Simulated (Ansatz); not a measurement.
A run of Ansatz 0.2.0 is set up as follows.

File input.yaml:

```yaml
crystal:
  lattice:
    - [0.0, 3.06065, 3.06065]
    - [3.06065, 0.0, 3.06065]
    - [3.06065, 3.06065, 0.0]
  atoms:
    - { symbol: Pb, position: [0.0, 0.0, 0.0] }
    - { symbol: Se, position: [0.5, 0.5, 0.5] }
hamiltonian:
  xc: pbe
  pseudopotentials: { kind: paw }
kpoints:
  mp_grid: { grid: [8, 8, 8] }
scf:
  occupations: { method: fermi_dirac, width: 0.05 }
output:
  forces: true
  stress: true
  write_density: true
  write_potential: true
  elf: true
  volumetric_format: npy
relax:
  f_tol: 0.01
  max_steps: 40
  cell: { stress_tol: 0.05 }
```

Potentials or basis: Ansatz PAW.

Launch:

```bash
$ ansatz run input.yaml --threads 2 --pin off --max-ram 5632MiB --backend cpu --events-out ev --progress --plain --runs-dir out
```

Question: What does it give for the band gap on the k mesh?

Answer: 0.43 eV, direct.

Question: Predict the space group after relaxing (to 0.05 Å).

Answer: Fm-3m (No. 225).

Question: Predict the relaxed volume.

Answer: 30.04 Å³/atom.

Question: Predict the relaxed cell.

Answer: a = 4.396 Å, b = 4.396 Å, c = 4.396 Å, α = 60.00°, β = 60.00°, γ = 60.00°.

Final structure:
```
Pb Se
1.0
     0.00000    3.10871    3.10871
     3.10871    0.00000    3.10871
     3.10871    3.10871    0.00000
Pb Se
1 1
Direct
  0.00000 0.00000 0.00000
  0.50000 0.50000 0.50000
```

Caveat: the plane-wave basis is chosen anew once the cell has moved, so the energies of steps on either side of that aren't comparable; spin-orbit coupling is left out, which as a rule narrows the gap of such compounds by several tenths of an eV.

The cell as given is a measured one (28.67 Å³/atom); PBE puts the equilibrium volume +4.8 % from it, thermal expansion not counted.
